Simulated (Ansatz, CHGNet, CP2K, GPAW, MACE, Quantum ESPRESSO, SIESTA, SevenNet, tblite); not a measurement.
# Running the unslipped end of a generalised stacking fault on (111) (glide set) of a GaP-AlP solid solution (72 atoms) with CP2K

How do the settings of CP2K change the result for the unslipped end of a generalised stacking fault on (111) (glide set) of a GaP-AlP solid solution (72 atoms)? A plane-wave run serves as the yardstick.

Method: the method is named at each step, in CP2K 2026.2.

## Step 1: The starting structure

The cell holds 72 atoms: 18 Al, 36 P and 18 Ga. Its edges and angles: a = 6.683 Å, b = 11.576 Å, c = 19.103 Å, α = 90.0°, β = 90.0°, γ = 90.0°. Zinc-blende GaP lattice (a = 5.4569 Å, the value set for the mixture), cell with z along [111], 1 x 3 x 2 periods; the third cell vector is tilted by 0.000 of 1/2[11-2] and lengthened by 0.2 Å, so the stacking has no slip (glide set); displaced by a Gaussian of 0.01 Å; 18 of 36 Ga sites given to Al at random (lattice constant by Vegard's rule between GaP and AlP). Then every atom was moved at random, 0.02 Å r.m.s. a Cartesian component. The structure's axis is c.

The yardstick, on the same geometry:

| Property | Result |
| --- | --- |
| method | Kohn-Sham DFT, PBE, PAW, plane waves (Ansatz 0.2.0); cutoff 420 eV, Γ point, fermi-dirac smearing of 0.05 eV; PAW set soft_2 |
| r.m.s. force component | 0.4406 eV/Å |
| longest force | 1.724 eV/Å |
| pressure | 1.239 GPa |
| gap (highest filled to lowest empty level) | 1.18 eV |
| SCF cycles | 9 |
| time | 9.8 s on 8 threads of Arm Neoverse V1, shared host |
| CPU time | 71 s |

## Step 2: PBE, DZVP-MOLOPT-SR, 800/60 Ry, diagonalisation

Method: Kohn-Sham DFT, PBE, GTH-PBE pseudopotentials, Gaussian and plane waves, DZVP-MOLOPT-SR-GTH, diagonalisation.

input.inp reads:

```
&GLOBAL
  PROJECT cell
  RUN_TYPE ENERGY_FORCE
  PRINT_LEVEL LOW
&END GLOBAL
&FORCE_EVAL
  METHOD QS
  STRESS_TENSOR ANALYTICAL
  &DFT
    BASIS_SET_FILE_NAME BASIS_MOLOPT
    POTENTIAL_FILE_NAME GTH_POTENTIALS
    &MGRID
      CUTOFF 800
      REL_CUTOFF 60
      NGRIDS 5
    &END MGRID
    &QS
      EPS_DEFAULT 1.0E-12
    &END QS
    &SCF
      SCF_GUESS ATOMIC
      EPS_SCF 5.0E-06
      MAX_SCF 200
      ADDED_MOS 41
      &DIAGONALIZATION
        ALGORITHM STANDARD
      &END DIAGONALIZATION
      &SMEAR ON
        METHOD FERMI_DIRAC
        ELECTRONIC_TEMPERATURE [K] 580
      &END SMEAR
      &MIXING
        METHOD BROYDEN_MIXING
        ALPHA 0.15
        NBROYDEN 12
      &END MIXING
      &PRINT
        &RESTART OFF
        &END RESTART
      &END PRINT
    &END SCF
    &XC
      &XC_FUNCTIONAL PBE
      &END XC_FUNCTIONAL
    &END XC
    &PRINT
      &MULLIKEN ON
      &END MULLIKEN
      &HIRSHFELD ON
        SHAPE_FUNCTION DENSITY
      &END HIRSHFELD
      &MO ON
        EIGENVALUES T
        OCCUPATION_NUMBERS T
        MO_INDEX_RANGE 223 246
        &EACH
          QS_SCF 0
        &END EACH
        ADD_LAST NUMERIC
      &END MO
    &END PRINT
  &END DFT
  &SUBSYS
    &CELL
      A 6.68331 0.00000 0.00000
      B 0.00000 11.57583 0.00000
      C 0.00000 0.00000 19.10326
    &END CELL
    &COORD
      Al 3.27181 1.92425 0.38589
      P 3.38463 1.93258 2.76481
      Ga 5.53445 1.92217 3.59925
      P 5.58685 1.95388 5.90807
      Ga 0.04732 0.01239 0.37041
      P 6.63833 0.00463 2.76176
      Al 2.21552 11.55881 3.54136
      P 2.20690 11.55152 5.89966
      Ga 4.43117 0.04480 6.70181
      P 4.44326 11.51043 9.07042
      Al 3.34941 5.80736 0.39315
      P 3.35415 5.76592 2.75507
      Ga 5.57548 5.80470 3.55034
      P 5.56178 5.76546 5.89527
      Al 0.03342 3.82396 0.41874
      P 6.66834 3.83843 2.74074
      Ga 2.24840 3.86737 3.52780
      P 2.25963 3.83473 5.89469
      Al 4.47040 3.85359 6.67506
      P 4.46646 3.86598 9.03183
      Ga 1.08504 1.90422 6.68767
      P 1.12026 1.89161 9.01559
      Ga 3.30991 1.94543 9.82939
      P 3.31806 1.93779 12.18941
      Al 5.55497 1.91036 12.97933
      P 5.58391 1.89577 15.37526
      Ga 0.01958 0.00174 9.82595
      P 0.00956 0.01007 12.16457
      Al 2.26751 0.00359 13.02231
      P 2.20863 11.55395 15.33839
      Ga 4.46004 0.03357 16.17397
      P 4.47154 11.55360 18.50036
      Ga 3.33464 9.65065 0.42562
      P 3.32501 9.63676 2.73807
      Al 5.57194 9.65748 3.58473
      P 5.56907 9.68966 5.92507
      Ga 6.66787 7.72571 0.40212
      P 6.66874 7.71680 2.72432
      Al 2.24446 7.69202 3.52493
      P 2.26945 7.70267 5.90787
      Al 4.49486 7.73601 6.68213
      P 4.45322 7.72536 9.06564
      Ga 1.13496 5.75238 6.67181
      P 1.11972 5.75527 9.08322
      Al 3.32769 5.80736 9.87371
      P 3.36244 5.78155 12.20488
      Al 5.57562 5.74439 13.01906
      P 5.58551 5.77020 15.33304
      Al 6.66273 3.88415 9.81010
      P 0.00374 3.87952 12.20106
      Al 2.22267 3.86123 12.96405
      P 2.24065 3.85417 15.40945
      Ga 4.46238 3.84954 16.14225
      P 4.44360 3.84850 18.47725
      Al 1.09052 1.96488 16.12162
      P 1.15561 1.93096 18.48794
[... 12 atom lines left out ...]
      Ga 1.10589 5.77067 16.18180
      P 1.10609 5.76638 18.58957
      Al 1.08363 9.65552 16.12869
      P 1.09740 9.61454 18.51641
    &END COORD
    &KIND Al
      BASIS_SET DZVP-MOLOPT-SR-GTH-q3
      POTENTIAL GTH-PBE-q3
    &END KIND
    &KIND P
      BASIS_SET DZVP-MOLOPT-SR-GTH-q5
      POTENTIAL GTH-PBE-q5
    &END KIND
    &KIND Ga
      BASIS_SET DZVP-MOLOPT-SR-GTH-q13
      POTENTIAL GTH-PBE-q13
    &END KIND
  &END SUBSYS
  &PRINT
    &FORCES ON
    &END FORCES
    &STRESS_TENSOR ON
    &END STRESS_TENSOR
  &END PRINT
&END FORCE_EVAL
```

Run with:

```bash
OMP_NUM_THREADS=2 cp2k.psmp -i input.inp > output.txt
```

Numbers of over 12 decimals in the logs are rounded to 6 here.

What it wrote:

```text
CP2K| version string:                                       CP2K version 2026.2
 CP2K| Input file name                                                 input.inp
 GLOBAL| Basis set file name                                        BASIS_MOLOPT
 GLOBAL| Potential file name                                      GTH_POTENTIALS
 GLOBAL| Run type                                                   ENERGY_FORCE
 GLOBAL| Total number of message passing processes                             1
 GLOBAL| Number of threads for this process                                    2
 TOTAL NUMBERS AND MAXIMUM NUMBERS
  Total number of            - Atomic kinds:                                   3
                             - Atoms:                                         72
                             - Shell sets:                                    72
                             - Shells:                                       396
                             - Primitive Cartesian functions:                324
                             - Cartesian basis functions:                   1296
                             - Spherical basis functions:                   1152
  Maximum angular momentum of- Orbital basis functions:                        3
                             - Local part of the GTH pseudopotential:          0
                             - Non-local part of the GTH pseudopotential:      4
 SCF PARAMETERS         Density guess:                                    ATOMIC
                        max_scf:                                             200
                        eps_scf:                                        5.00E-06
                        added MOs                                        41    0
                        Mixing method:                            BROYDEN_MIXING
                                                charge density mixing in g-space
                        Smear method:                                FERMI_DIRAC
                        Electronic temperature [K]:                        580.0
                        Electronic temperature [a.u.]:                  1.84E-03
                        Accuracy threshold:                             1.00E-10
 Extrapolation method: initial_guess
 Number of electrons:                                                        468
 Number of occupied orbitals:                                                234
 Number of molecular orbitals:                                               275
 Number of orbital functions:                                               1152
 Number of independent orbital functions:                                   1152
 SCF WAVEFUNCTION OPTIMIZATION
  Step     Update method      Time    Convergence         Total energy    Change
     1 NoMix/Diag. 0.15E+00   10.4     1.46295786     -1621.7270034799 -1.62E+03
     2 Broy./Diag. 0.15E+00   13.3     0.04428565     -1613.7140378829  8.01E+00
     3 Broy./Diag. 0.15E+00   13.6     0.14332348     -1616.1428626623 -2.43E+00
     4 Broy./Diag. 0.15E+00   13.8     0.02089540     -1618.9745033215 -2.83E+00
[...]
16 Broy./Diag. 0.15E+00   14.4     0.00000817     -1618.3825197019  2.96E-04
    17 Broy./Diag. 0.15E+00   14.4     0.00000079     -1618.3824141569  1.06E-04
  *** SCF run converged in    17 steps ***
  Electronic density on regular grids:       -467.9999999998        0.0000000002
  Core density on regular grids:              467.9999999994       -0.0000000006
  Total charge density on r-space grids:       -0.0000000005
  Total charge density g-space grids:          -0.0000000005
  Overlap energy of the core charge distribution:               8.49262e-09
  Self energy of the core charge distribution:              -2443.275608
  Core Hamiltonian energy:                                    675.989016
  Hartree energy:                                             408.225102
  Exchange-correlation energy:                               -259.320924
  Electronic entropic energy:                                  -6.45964e-07
  Fermi energy:                                                 0.194013
  Total energy:                                             -1618.382414
  Total energy (extrapolated to T->0):                      -1618.382414
 MO| EIGENVALUES AND OCCUPATION NUMBERS
 MO|
 MO|  Index      Eigenvalue [a.u.]        Eigenvalue [eV]             Occupation
 MO|    223               0.131176               3.569489               2.000000
 MO|    224               0.133913               3.643968               2.000000
 MO|    225               0.135962               3.699709               2.000000
[...]
MO|    245               0.252285               6.865029               0.000000
 MO|    246               0.255414               6.950160               0.000000
 MO| Sum:                                                             468.000000
 MO| E(Fermi):            0.194013 a.u.          5.279375 eV
 !-----------------------------------------------------------------------------!
                     Mulliken Population Analysis
 #  Atom  Element  Kind  Atomic population                           Net charge
       1     Al       1          2.471463                              0.528537
       2     P        2          5.398510                             -0.398510
       3     Ga       3         12.763867                              0.236133
[...]
71     Al       1          2.427132                              0.572868
      72     P        2          5.320701                             -0.320701
 # Total charge                            468.000000                  0.000000
 !-----------------------------------------------------------------------------!
 !-----------------------------------------------------------------------------!
                           Hirshfeld Charges
  #Atom  Element  Kind  Ref Charge     Population                    Net charge
      1       Al     1       3.000          2.832                         0.168
      2       P      2       5.000          5.184                        -0.184
      3       Ga     3      13.000         12.804                         0.196
[...]
71       Al     1       3.000          2.834                         0.166
     72       P      2       5.000          5.183                        -0.183
  Total Charge                                                           -0.000
 !-----------------------------------------------------------------------------!
 ENERGY| Total FORCE_EVAL ( QS ) energy [hartree]          -1618.382338
 FORCES| Atomic forces [hartree/bohr]
 FORCES|   Atom     x               y               z               |f|
 FORCES|      1  1.64393698E-02 -5.71184165E-04 -2.29744056E-02   2.82560161E-02
 FORCES|      2 -1.16189502E-02 -6.78597979E-03 -6.67381371E-03   1.50196310E-02
 FORCES|      3  5.56037969E-03  9.86934717E-04 -7.16718453E-03   9.12471351E-03
[...]
FORCES|     71  4.90634109E-04 -4.70925002E-03  6.87211953E-03   8.34528516E-03
 FORCES|     72  8.20974766E-03  5.60747788E-03  1.61656096E-02   1.89781638E-02
 FORCES| Sum    -4.05608867E-03  1.18792086E-03 -2.44591207E-03
 FORCES| Total atomic force                                       4.88318515E-03
 STRESS| Analytical stress tensor [bar]
 STRESS|                        x                   y                   z
 STRESS|      x       -3.08532768950E+04   2.31957099955E+03  -4.68502244465E+03
 STRESS|      y        2.31957099955E+03   6.57812689182E+04  -1.53327036055E+03
 STRESS|      z       -4.68502244465E+03  -1.53327036055E+03   9.88979729169E+03
 STRESS| 1/3 Trace                                             1.49392631050E+04
```

It took 4.6 min on 2 threads of Arm Neoverse V1, shared host; peak memory 6.9 GiB.

Banners, paths, timers and routine set-up lines are dropped from the logs unmarked, and long logs keep their key lines alone; longer cuts are marked.

Numbers from this run, and their distance from the reference:

```yaml
r_m_s_force_component: 0.4526 eV/Å
r_m_s_difference_of_force_components: 29.29 meV/Å
longest_difference_of_force_vectors: 91.53 meV/Å
force_difference_over_r_m_s_force: 6.647 %
slope_of_forces_against_the_reference_s: 1.025
correlation_of_force_components: 0.9982
spacing_of_highest_filled_and_lowest_empty_level: 1.201 eV
gap_difference: 0.0211 eV
pressure: 1.494 GPa
pressure_difference: 0.2547 GPa
```

Length of the force difference by element (eV/Å):

```tsv
element	atoms	mean	most
Al	18	0.016	0.049
Ga	18	0.058	0.081
P	36	0.054	0.091
```

Levels nearest the highest filled one (eV from it): -1.10, -1.03, -0.97, -0.81, -0.76, -0.76, -0.71, -0.61, -0.55, -0.48, -0.07, 0.00, 1.20, 1.56, 1.62, 1.67, 1.72, 1.82, 1.97, 1.98, 2.09, 2.17, 2.19, 2.28.

The surroundings of P36, picked at random, nearest first, numbered as they follow in the input and with coordinates relative to it.

```tsv
atom	x	y	z	distance (Å)	bonds	Hirshfeld charge (e)	Fx	Fy	Fz (eV/Å)
P36	0.00	0.00	0.00	0.00	4	-0.20	-0.01	-0.24	-0.20
Al57	2.20	-0.01	0.74	2.32	4	0.17	0.17	-0.74	0.32
Al35	0.00	-0.03	-2.34	2.34	4	0.18	-0.31	-0.20	-0.44
Al41	-1.07	-1.95	0.76	2.35	4	0.18	-0.27	-0.14	0.21
Ga9	-1.14	1.93	0.78	2.37	4	0.21	-0.20	-0.09	0.25
P10	-1.13	1.82	3.15	3.80	4	-0.17	0.38	1.06	-0.22
P8	3.32	1.86	-0.03	3.81	4	-0.19	0.40	0.34	-0.32
P58	2.21	0.02	3.11	3.82	4	-0.19	0.70	-0.99	-0.31
P6	1.07	1.89	-3.16	3.84	4	-0.19	0.62	-0.02	-0.20
```

Forces lie 6.6 % from the reference's, at 7.0 times its CPU time (on 2 against 8 cores).

## Step 3: PBE, SZV-MOLOPT-SR, 800/60 Ry, diagonalisation

Method: Kohn-Sham DFT, PBE, GTH-PBE pseudopotentials, Gaussian and plane waves, SZV-MOLOPT-SR-GTH, diagonalisation.

Edit input.inp of step 2 so:

```diff
@@ -23,3 +23,3 @@
       MAX_SCF 200
-      ADDED_MOS 41
+      ADDED_MOS 36
       &DIAGONALIZATION
@@ -69,6 +69,31 @@
     &COORD
-[... 72 atom lines left out: the same atoms as in the first run ...]
+      SCALED
+      Al 0.48955 0.16623 0.02020
+      P 0.50643 0.16695 0.14473
+      Ga 0.82810 0.16605 0.18841
+      P 0.83594 0.16879 0.30927
+      Ga 0.00708 0.00107 0.01939
+      P 0.99327 0.00040 0.14457
+      Al 0.33150 0.99853 0.18538
+      P 0.33021 0.99790 0.30883
+      Ga 0.66302 0.00387 0.35082
+      P 0.66483 0.99435 0.47481
+      Al 0.50116 0.50168 0.02058
+      P 0.50187 0.49810 0.14422
+      Ga 0.83424 0.50145 0.18585
+      P 0.83219 0.49806 0.30860
+      Al 0.00500 0.33034 0.02192
+      P 0.99776 0.33159 0.14347
+      Ga 0.33642 0.33409 0.18467
+      P 0.33810 0.33127 0.30857
+      Al 0.66889 0.33290 0.34942
+      P 0.66830 0.33397 0.47279
+[... 48 atom lines left out ...]
+      Ga 0.16547 0.49851 0.84707
+      P 0.16550 0.49814 0.97311
+      Al 0.16214 0.83411 0.84429
+      P 0.16420 0.83057 0.96928
     &END COORD
     &KIND Al
-      BASIS_SET DZVP-MOLOPT-SR-GTH-q3
+      BASIS_SET SZV-MOLOPT-SR-GTH-q3
       POTENTIAL GTH-PBE-q3
@@ -76,3 +101,3 @@
     &KIND P
-      BASIS_SET DZVP-MOLOPT-SR-GTH-q5
+      BASIS_SET SZV-MOLOPT-SR-GTH-q5
       POTENTIAL GTH-PBE-q5
@@ -80,3 +105,3 @@
     &KIND Ga
-      BASIS_SET DZVP-MOLOPT-SR-GTH-q13
+      BASIS_SET SZV-MOLOPT-SR-GTH-q13
       POTENTIAL GTH-PBE-q13
```

Run with:

```bash
OMP_NUM_THREADS=1 cp2k.psmp -i input.inp > output.txt
```

What it wrote:

```text
CP2K| version string:                                       CP2K version 2026.2
 CP2K| Input file name                                                 input.inp
 GLOBAL| Basis set file name                                        BASIS_MOLOPT
 GLOBAL| Potential file name                                      GTH_POTENTIALS
 GLOBAL| Run type                                                   ENERGY_FORCE
 GLOBAL| Total number of message passing processes                             1
 GLOBAL| Number of threads for this process                                    1
[... lines left out ...]
                        Smear method:                                FERMI_DIRAC
[... lines left out ...]
 Number of electrons:                                                        468
[... lines left out ...]
  Step     Update method      Time    Convergence         Total energy    Change
[... lines left out ...]
  *** SCF run converged in    17 steps ***
[... lines left out ...]
  Fermi energy:                                                 0.237585
  Total energy:                                             -1616.892738
  Total energy (extrapolated to T->0):                      -1616.892738
[... lines left out ...]
 MO| E(Fermi):            0.237585 a.u.          6.465025 eV
[... lines left out ...]
     72       P      2       5.000          5.189                        -0.189
  Total Charge                                                           -0.000
 !-----------------------------------------------------------------------------!
 ENERGY| Total FORCE_EVAL ( QS ) energy [hartree]          -1616.892718
 FORCES| Atomic forces [hartree/bohr]
 FORCES|   Atom     x               y               z               |f|
 FORCES|      1  2.09482852E-02 -7.93996639E-04 -2.52258948E-02   3.27994947E-02
 FORCES|      2 -1.29506954E-02 -5.37681452E-03 -7.57593520E-03   1.59381755E-02
 FORCES|      3  7.18925271E-03  2.37188829E-03 -1.00364870E-02   1.25714868E-02
[...]
FORCES|     71  1.36639360E-03 -5.20619418E-03  1.16490534E-02   1.28324563E-02
 FORCES|     72  1.05021632E-02  6.88498163E-03  2.14875498E-02   2.48880132E-02
 FORCES| Sum    -4.04308655E-03  1.18159948E-03 -2.44571444E-03
 FORCES| Total atomic force                                       4.87075408E-03
 STRESS| Analytical stress tensor [bar]
 STRESS|                        x                   y                   z
 STRESS|      x        8.45103089615E+03   3.45974666790E+03  -6.67856347502E+03
 STRESS|      y        3.45974666790E+03   1.06623116613E+05  -2.24166664577E+03
 STRESS|      z       -6.67856347502E+03  -2.24166664577E+03   5.06418090820E+04
 STRESS| 1/3 Trace                                             5.52386521969E+04
```

Elapsed: 4.9 min, on 1 thread; peak memory 6.7 GiB.

Numbers from this run, and their distance from the reference:

```
r.m.s. force component                           : 0.5675 eV/Å
r.m.s. difference of force components            : 143.4 meV/Å
longest difference of force vectors              : 533.1 meV/Å
force difference over r.m.s. force               : 32.54 %
slope of forces against the reference's          : 1.276
correlation of force components                  : 0.9911
gap (highest filled to lowest empty level) : 2.26 eV
gap difference                                   : 1.08 eV
pressure                                         : 5.524 GPa
pressure difference                              : 4.285 GPa
```

This is a coarse setting, run to see what it loses.

Against the first run (6.6 %), the force difference from the reference is 33 %, at 0.59 times the CPU time (on 1 against 2 cores), with 378 basis functions against 1152: the smaller basis costs accuracy.

(Part 1 of 2 ends here.)

[Also dropped from logs without a mark: logging warnings of Python, and SIESTA's first energy breakdown and zero terms.]

[Logs are printed without paths, hosts, clocks, repeated set-up lines and the standing remarks that a program may print on its own settings, such as how far it seeks lower states.]

[Hosts, paths, dates, database ids (printed as entryN), source tags and the programs' standing remarks are cut or masked in the printed files.]
